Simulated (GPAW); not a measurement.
# MoP (P-6m2) in GPAW: further runs

One crystal, MoP, is run at these levels: vdW-DF-cx, PBE+D3(BJ); tasks: electron localisation function, relaxation of cell and atoms.

Everything below comes from runs of GPAW 26.7.0. Logs are shortened: lines on timing, memory, paths and dates and some standing lists are left out, and cuts for length are marked. The log counts tension as positive stress, the text compression.

### 1 The crystal as given

Symmetry: P-6m2, No. 187, hexagonal system. Conventional cell: a = 3.223 Å, b = 3.223 Å, c = 3.191 Å, α = 90.00°, β = 90.00°, γ = 120.00°. Mo (site symmetry -6m2) is surrounded by 6 P at 2.45 Å. P (site symmetry -6m2) is surrounded by 6 Mo at 2.45 Å.

### 2 Electron localisation function, vdW-DF-cx

run.py

```python
from ase.dft.bandgap import bandgap
from ase.io import read, write
from ase.units import Bohr
from gpaw import GPAW, PW
from gpaw.elf import elf_from_dft_calculation

atoms = read('MoP.xyz')

calc = GPAW(mode=PW(510),
            xc={'name': 'vdW-DF-cx', 'backend': 'libvdwxc'},
            kpts={'size': (5, 5, 4), 'gamma': True},
            occupations={'name': 'fermi-dirac', 'width': 0.01},
            setups={'Mo': '6'},
            nbands=-11,
            convergence={'density': 1e-05, 'energy': 1e-05},
            maxiter=150,
            txt='gpaw.txt')
atoms.calc = calc
energy = atoms.get_potential_energy()
forces = atoms.get_forces()
calc.write('gs.gpw')
write('result.traj', atoms)
print(f'Energy: {energy:.6f} eV')
print('Forces (eV/A):')
print(forces.round(4))
print('Fermi level:', round(calc.get_fermi_level(), 4), 'eV')
print(f'Gap: {bandgap(calc)[0]:.4f} eV, direct: {bandgap(calc, direct=True)[0]:.4f} eV')

# fields on the real-space grid
write('density.cube', atoms, data=calc.get_pseudo_density() * Bohr**3)
write('potential.cube', atoms, data=calc.get_electrostatic_potential())
write('elf.cube', atoms, data=elf_from_dft_calculation(calc).data)
```

MoP.xyz

```xyz
2
Lattice="3.2230000000 0.0000000000 0.0000000000 -1.6115000000 2.7911998764 0.0000000000 0.0000000000 0.0000000000 3.1910000000" Properties=species:S:1:pos:R:3 pbc="T T T"
Mo     0.0000000000      0.0000000000      0.0000000000
P     -0.0000000002      1.8607999177      1.5955000000
```

Potentials or basis: GPAW PAW data sets (gpaw-data 1.2.1), other valence, pw.

The run is started by

```console
$ OMP_NUM_THREADS=1 python run.py
```

gpaw.txt:

```text
__  _  _
 | _ |_)|_||  |
 |__||  | ||/\| - 26.7.0

Input parameters:
  mode=PW(ecut=510.0),
  convergence={'density': 1e-05, 'energy': 1e-05},
  kpts=MonkhorstPack(size=(5, 5, 4), gamma=True),
  maxiter=150,
  nbands=-11,
  occupations=Occupations(name='fermi-dirac', width=0.01),
  setups={'Mo': '6'},
  xc=XC(name='vdW-DF-cx', backend='libvdwxc')

Diagonalizing LCAO Hamiltonian
Converting LCAO to pw mode

         P

       Mo

Atoms  # Å, Bohr magnetons
|   | symbol |         x |        y |        z |    initial magnetic moments |
|---|--------|-----------|----------|----------|-----------------------------|
| 0 |     Mo |  0.000000 | 0.000000 | 0.000000 | ( 0.0000,  0.0000,  0.0000) |
| 1 |      P | -0.000000 | 1.860800 | 1.595500 | ( 0.0000,  0.0000,  0.0000) |

Unit cell  # Å
| periodic |         x |        y |        z |  lengths |     angles |
|----------|-----------|----------|----------|----------|------------|
|      yes |  3.223000 | 0.000000 | 0.000000 | 3.223000 |  90.000000 |
|      yes | -1.611500 | 2.791200 | 0.000000 | 3.223000 |  90.000000 |
|      yes |  0.000000 | 0.000000 | 3.191000 | 3.191000 | 120.000000 |

Number of symmetries: 12
Symmetry operations  # r_c * U_cc + t_c -> r_c
|    | kind |            matrix            |
|----|------|------------------------------|
|  0 |  σ   |  1, 1, 0,  0,-1, 0,  0, 0, 1 |
|  1 |  C2  |  1, 1, 0,  0,-1, 0,  0, 0,-1 |
|  2 |  E   |  1, 0, 0,  0, 1, 0,  0, 0, 1 |
|  3 |  σ   |  1, 0, 0,  0, 1, 0,  0, 0,-1 |
|  4 |  C3  |  0, 1, 0, -1,-1, 0,  0, 0, 1 |
|  5 |  S3  |  0, 1, 0, -1,-1, 0,  0, 0,-1 |
|  6 |  σ   |  0,-1, 0, -1, 0, 0,  0, 0, 1 |
|  7 |  C2  |  0,-1, 0, -1, 0, 0,  0, 0,-1 |
|  8 |  σ   | -1, 0, 0,  1, 1, 0,  0, 0, 1 |
|  9 |  C2  | -1, 0, 0,  1, 1, 0,  0, 0,-1 |
| 10 |  C3  | -1,-1, 0,  1, 0, 0,  0, 0, 1 |
| 11 |  S3  | -1,-1, 0,  1, 0, 0,  0, 0,-1 |

BZ-sampling:
  Number of BZ points: 100
  Number of IBZ points: 15

  Monkhorst-Pack size: [5, 5, 4]
  Monkhorst-Pack shift: [0.0, 0.0, 0.125]

K-points  # in reciprocal-cell coordinates
|     |                                coordinates |     weight |
|-----|--------------------------------------------|------------|
|   0 | (  0.00000000,   0.00000000,   0.00000000) | 0.01000000 |
|   1 | (  0.00000000,   0.00000000,   0.25000000) | 0.02000000 |
|   2 | (  0.00000000,   0.00000000,   0.50000000) | 0.01000000 |
|   3 | (  0.20000000,   0.00000000,   0.00000000) | 0.06000000 |
|   4 | (  0.20000000,   0.00000000,   0.25000000) | 0.12000000 |
|   5 | (  0.20000000,   0.00000000,   0.50000000) | 0.06000000 |
|   6 | (  0.40000000,  -0.20000000,   0.00000000) | 0.06000000 |
|   7 | (  0.40000000,  -0.20000000,   0.25000000) | 0.12000000 |
|   8 | (  0.40000000,  -0.20000000,   0.50000000) | 0.06000000 |
|   9 | (  0.40000000,   0.00000000,   0.00000000) | 0.06000000 |
| ... |                                            |            |
|  14 | (  0.40000000,   0.40000000,   0.50000000) | 0.06000000 |

Plane wave coefficients: 761
Cutoff: 510.0 eV

Spin-components: 1 (collinear spins)
Bands:           16
Projectors:      11
Spin-degeneracy: 2
Datatype:        complex128

Parallelization:
  kpt:    1
  domain: 1
  band:   1

Density:
  Valence electrons: 11.0
  Components: 1
  Grid points: [18 18 18]
  Charge: 0.0  # |e|

Potential:
  Grid points: [18 18 18]

species:
  Mo:
    name:    Molybdenum
    Z:       42.0
    valence: 6
    core:    36
    charge:  0.0  # [|e|]
    compensation charges:
      type: gauss
      rc: 0.42  # [Å]
      lmax: 2
    cutoffs:
      filter: 2.62  # [Å]
      core: 3.48  # [Å]
    projectors
    | kind |    occ | energy [eV] | rcut [Å] |
    |------|--------|-------------|----------|
    |   5s |  1.000 |      -4.084 |    1.482 |
    |   5p |  0.000 |      -1.044 |    1.482 |
    |   4d |  5.000 |      -3.754 |    1.323 |
    |    s |        |      23.128 |    1.482 |
    |    p |        |      26.167 |    1.482 |
    |    d |        |      23.458 |    1.323 |

    Using partial waves for Mo as LCAO basis

  P:
    name:    Phosphorus
    Z:       15.0
    valence: 5
    core:    10
    charge:  0.0  # [|e|]
    compensation charges:
      type: gauss
      rc: 0.30  # [Å]
      lmax: 2
    cutoffs:
      filter: 1.69  # [Å]
      core: 1.81  # [Å]
    projectors
    | kind |    occ | energy [eV] | rcut [Å] |
    |------|--------|-------------|----------|
    |   3s |  2.000 |     -13.968 |    0.953 |
    |   3p |  3.000 |      -5.506 |    0.953 |
    |    s |        |      13.244 |    0.953 |
    |    p |        |      21.705 |    0.953 |
    |    d |        |       0.000 |    0.953 |

    Using partial waves for P as LCAO basis

Reference energy: -119436.986301  # eV

eigensolver:
  PPCG
  Converge bands: occupied
  niter=2

density mixing:
  MSR1-Mixer
  Pratt-step length: 0.05
  Maximum mixing coefficient: 0.75
  Old densities: 10
  SVD Regularization: 0.005
  Good broyden scale: 1.0
  Trust region scale: 1.0
  Backstep threshold: 4.0
  History deletion threshold: 6.0
  Fourier metric: weight=20.0, sigma=0.015

occupation numbers:
  Fermi-Dirac:
    width: 0.0100  # eV

poisson solver:
  ecut: 4080.0  # eV

xc functional:
  name: vdW-DF-cx with libvdwxc
  Mode: serial
  Semilocal: GGA_X_LV_RPW86+LDA_C_PW with 2 nearest neighbor stencil
  Local blocksize: 36 x 36 x 36
  PAW datasets: PBE

convergence criteria:
- Maximum integral of absolute [dens]ity change: 1e-05 electrons / valence electron
- Maximum [total energy] change in last 3 cyles: 1e-05 eV / valence electron
- Maximum integral of absolute [eigenst]ate change: 4e-08 eV^2 / valence electron
maximum number of iterations: 150

SCF iterations
|iter     | |      energy | eigst |  dens |
|---------|-|-------------|-------|-------|
|iter:   1| |   27.395483 | +0.54 |       |
|iter:   2| |   27.659513 | -1.87 | -0.77 |
|iter:   3| |   28.392110 | -1.58 | -0.83 |
|iter:   4| |   28.405538 | -2.53 | -1.47 |
|iter:   5| |   28.405773 | -2.74 | -1.73 |
|iter:   6| |   28.405302 | -4.08 | -2.35 |
|iter:   7| |   28.405247 | -4.79 | -3.07 |
|iter:   8| |   28.405245c| -5.67 | -3.84 |
|iter:   9| |   28.405245c| -6.34 | -4.40 |
|iter:  10| |   28.405245c| -6.92 | -4.86 |
|iter:  11| |   28.405245c| -7.39 | -5.42c|
|iter:  12| |   28.405245c| -7.88c| -5.59c|

Converged in 12 steps
Energy contributions relative to reference atoms: (reference = -119436.986301)

Energy contributions:
  Kinetic:           5.670594
  Coulomb:          -8.779557
  Zero:              0.322785
  External:          0.000000
  Xc:               31.192147
  Entropy:          -0.001448
  Spinorbit:         0.000000
  ----------------------------
  Free energy:      28.404521
  Extrapolated:     28.405245

dipole moment: (-6.491682, -6.927329, -9.153293)  # |e|*Ang

Fermi level: 11.647
Eigenvalues  # (at kpt = [0.000, 0.000, 0.000])
| band index |      eig [eV] | occ [0-2] |
|------------|---------------|-----------|
|          0 |        -2.293 |     2.000 |
|          1 |         7.454 |     2.000 |
|          2 |         8.275 |     2.000 |
|          3 |         8.275 |     2.000 |
|          4 |        10.962 |     2.000 |
|          5 |        11.862 |     0.000 |
|          6 |        11.862 |     0.000 |
|          7 |        15.807 |     0.000 |
|          8 |        15.807 |     0.000 |
|          9 |        17.411 |     0.000 |
|         10 |        20.642 |     0.000 |
|         11 |        20.642 |     0.000 |
|         12 |        20.656 |     0.000 |
|        ... |               |           |
|         15 |        29.187 |     0.000 |

No gap
No difference between direct/indirect transitions

Forces  # eV/Ang
|       x |       y |       z |
|---------|---------|---------|
| 0.00000 | 0.00000 | 0.00000 |  # Mo   0
| 0.00000 | 0.00000 | 0.00000 |  # P    1

# Writing to gs.gpw (mode='')
```

Run time: 5.6 s. Hardware: 1 thread of Arm Neoverse V2, shared host; peak memory 0.14 GiB.

What came out:

| Item | Value |
| --- | --- |
| Free energy | 28.4045 eV |
| Band gap on the k mesh | none (metal or under the smearing width) |

Caveat: the k mesh is coarse (spacing up to 0.49 Å⁻¹), so the values aren't converged; the PAW data sets were made with another functional, which shifts forces and pressure a little.

### 3 Relaxation of cell and atoms, PBE+D3(BJ)

run.py

```python
from ase import Atoms
from ase.calculators.mixing import SumCalculator
from ase.filters import FrechetCellFilter
from ase.io import write
from ase.optimize import FIRE
from dftd3.ase import DFTD3
from gpaw import GPAW, PW

atoms = Atoms(['Mo', 'P'],
              cell=[[3.223, 0.0, 0.0],
                    [-1.6115, 2.7911998764, 0.0],
                    [0.0, 0.0, 3.191]],
              scaled_positions=[[0.0, 0.0, 0.0],
                                [0.3333333333, 0.6666666667, 0.5]],
              pbc=True)

calc = GPAW(mode=PW(600),
            xc='PBE',
            kpts={'size': (7, 7, 6), 'gamma': True},
            occupations={'name': 'fermi-dirac', 'width': 0.05},
            nbands=20,
            convergence={'density': 1e-05, 'energy': 1e-05},
            maxiter=150,
            txt='gpaw.txt')
atoms.calc = SumCalculator([calc, DFTD3(method='pbe', damping='d3bj')])
opt = FIRE(FrechetCellFilter(atoms), trajectory='relax.traj', logfile='-')
done = opt.run(fmax=0.05, steps=60)
calc.write('gs.gpw')
write('result.traj', atoms)
print('Converged:', done)
print('Cell:', atoms.cell.cellpar().round(4))
print('Volume:', round(atoms.get_volume(), 4))
print(atoms.get_scaled_positions().round(5))
```

Potentials or basis: GPAW PAW data sets (gpaw-data 1.2.1), pw.

The run is started by

```console
$ OMP_NUM_THREADS=1 python run.py
```

Wall time 60 s (1 thread of Arm Neoverse V2, shared host); peak memory 0.22 GiB.

Results (log left out):

```
Free energy                            : -19.2389 eV
Relaxed volume                         : 14.10 Å³/atom
Relaxed cell                           : a = 3.205 Å, b = 3.205 Å, c = 3.169 Å, α = 90.00°, β = 90.00°, γ = 120.00°
Space group after relaxing (to 0.05 Å) : P-6m2 (No. 187)
Energy gained by relaxing              : 3.4 meV/atom
Ionic steps                            : 9
Pressure after relaxing                : 0.0 GPa
Band gap on the k mesh                 : none (metal or under the smearing width)
Dispersion energy per atom             : -0.640 eV
```

The path:
| step | energy change (eV) | largest force (eV/Å) | pressure (GPa) | volume (Å³) |
| --- | --- | --- | --- | --- |
| 1 | 0.0000 | 0.0000 | -4.22 | 28.71 |
| 2 | -0.0037 | 0.0000 | -2.93 | 28.54 |
| 3 | -0.0067 | 0.0000 | -0.67 | 28.27 |
| 4 | -0.0055 | 0.0000 | 1.91 | 27.98 |
| 5 | -0.0057 | 0.0000 | 1.76 | 27.99 |
| 6 | -0.0061 | 0.0000 | 1.45 | 28.03 |
| 7 | -0.0065 | 0.0000 | 1.03 | 28.08 |
| 8 | -0.0068 | 0.0000 | 0.53 | 28.13 |
| 9 | -0.0069 | 0.0000 | -0.01 | 28.19 |

Final structure:
```
CELL_PARAMETERS angstrom
3.20529 0.00000 0.00000
-1.60265 2.77586 0.00000
0.00000 0.00000 3.16873
ATOMIC_POSITIONS crystal
Mo 0.00000 0.00000 0.00000
P 0.33333 0.66667 0.50000
```

Levels at points of the mesh, in eV from the Fermi level:
```csv
k point,band 7,band 8,band 9,band 10,band 11,band 12,band 13,band 14
"(0.00, 0.00, 0.00)",-3.26,-3.26,-0.59,0.38,0.38,4.30,4.30,5.73
"(0.00, 0.00, 0.50)",-2.67,-2.67,-1.62,-1.62,1.45,3.05,3.05,8.08
```

Caveat: later steps reuse the first step's grids; pairwise dispersion overbinds metals, which lowers pressure and volume.
